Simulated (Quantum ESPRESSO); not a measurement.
## TiAl3: changing the dispersion correction

The cell as given:

```
Ti Al
1.0
    -1.91111    1.91111    4.28067
     1.91111   -1.91111    4.28067
     1.91111    1.91111   -4.28067
Ti Al
1 3
Direct
  0.00000 0.00000 0.00000
  0.25000 0.75000 0.50000
  0.75000 0.25000 0.50000
  0.50000 0.50000 0.00000
```

The cell comes from a database or a generator and needn't be the stable form of this composition.

Kept alike: task relaxation of cell and atoms; functional PBEsol; k mesh 8 × 8 × 8; occupations fermi-dirac, width 0.05 eV; no spin polarisation. Program: Quantum ESPRESSO, GBRV 1.5 PBEsol, cutoff 612 eV. The mesh is that of the run's cell of 4 atoms. No spin-orbit coupling.

| dispersion correction | volume (Å³/atom) |
| --- | --- |
| D3(zero) | 15.203 |
| D3(BJ) | 15.038 |
| D4 | 15.267 |
| rVV10 | 15.373 |

For a metal such a mesh leaves the last digits unconverged. Relaxations stop with a little pressure left, so the last digits of a volume or edge aren't settled. Runs of this series that gave no sound value for these columns are left out.

Q: What does the dispersion correction change here?

A: The volume runs from 15.038 (D3(BJ)) to 15.373 Å³/atom (rVV10).
